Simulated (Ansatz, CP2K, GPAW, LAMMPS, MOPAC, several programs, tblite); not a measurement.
RbBr (NiAs type) from semi-empirical methods to plane-wave DFT

RbBr, NiAs type, relaxed with r2SCAN in Ansatz, was computed with several methods. It is hexagonal, P6_3/mmc (No. 194); a = 4.771 Å, c = 8.410 Å in the conventional setting, 41.45 Å³ an atom. Rb is surrounded by 6 Br at 3.47 Å; Br is surrounded by 6 Rb at 3.47 Å. No spin polarisation and no zero-point or thermal motion; the cell was built from a prototype and may be hypothetical.

Space group P6_3/mmc (No. 194). a = 4.771 Å, b = 4.771 Å, c = 8.410 Å, α = 90.00°, β = 90.00°, γ = 120.00°
```json
{"atom": "Rb", "site": "2a", "symmetry": "-3m.", "x": "0.0000", "y": "0.0000", "z": "0.0000"}
{"atom": "Br", "site": "2c", "symmetry": "-6m2", "x": "0.3333", "y": "0.6667", "z": "0.2500"}
```

Gaps and times are for a single point on this cell; volume and bulk modulus come from each method's own relaxation or energy curve at fixed shape, which is too stiff where a cell has free coordinates or axes. Times are rough, from shared hosts (Arm Neoverse V2), and each method has its own mesh and cell size. A double dagger marks a value from a curve with shape and coordinates held. GFN1-xTB (tblite): levels, charges or heat of formation failed a check of plausibility, so no values are given. PM6 (MOPAC), PM7 (MOPAC), GFN1-xTB (tblite), GFN2-xTB (tblite) treat a cluster of cells at its zone centre, which samples few k points: where these miss a band edge, the gap comes out too large for that reason alone. Gaps from k meshes are read at a limited set of points (mesh, symmetry points, PBE's band edges), so each method's own least gap may be somewhat smaller. Force fields have no electrons; where one was fitted to this phase, its volume and modulus reflect the fit. xTB and the PM methods were fitted mostly to molecules, and can miss a solid's gap by electronvolts. Minimal bases can be far off for gaps. GLLB-SC's gap includes the derivative discontinuity. d marks a direct gap, i an indirect one (no mark: not told apart), a dash a value that wasn't computed or didn't pass its checks.

| method | kind | gap (eV) | own volume (Å³/atom) | bulk modulus (GPa) | atoms computed | processor time |
| --- | --- | --- | --- | --- | --- | --- |
| ffield.eim (LAMMPS) | force field | – | – | – | 4 | 0.11 s |
| PM6 (MOPAC) | semi-empirical | 9.44 | – | – | 16 | 0.65 s |
| GFN1-xTB (tblite) | tight binding | – | – | – | 16 | 0.86 s |
| GFN2-xTB (tblite) | tight binding | 8.84 | – | – | 16 | 0.98 s |
| light PBE (260 eV, its own mesh) | light plane-wave | 4.25 d | – | – | 4 | 1.1 s |
| PBE | semilocal | 4.23 d | 43.36 | 12‡ | 4 | 4.5 s |
| PBE/SZV (CP2K) | small basis | 3.17 d | 45.07‡ | 14‡ | 4 | 8.5 s |
| r2SCAN | semilocal | 4.84 d | 41.45 | 14‡ | 4 | 11 s |
| PM7 (MOPAC) | semi-empirical | 2.62 | – | – | 16 | 12 s |
| PBE/DZVP (CP2K) | small basis | 4.29 d | 43.96‡ | 12‡ | 4 | 23 s |
| GLLB-SC (GPAW) | model potential | 8.36 | – | – | 4 | 58 s |
| PBE/single zeta (GPAW) | small basis | 3.79 d | – | – | 4 | 68 s |

Against r2SCAN (4.84 eV) the nearest gap at the points sampled is that of PBE/DZVP (CP2K) (-0.55 eV) and the farthest that of PM6 (MOPAC) (+4.59 eV). r2SCAN is only a yardstick of convenience: semilocal gaps usually lie below measured ones, which GLLB-SC and hybrids aim to mend.

Volumes against r2SCAN's: PBE +4.6 %.

The runs are scalar-relativistic, without spin-orbit coupling.
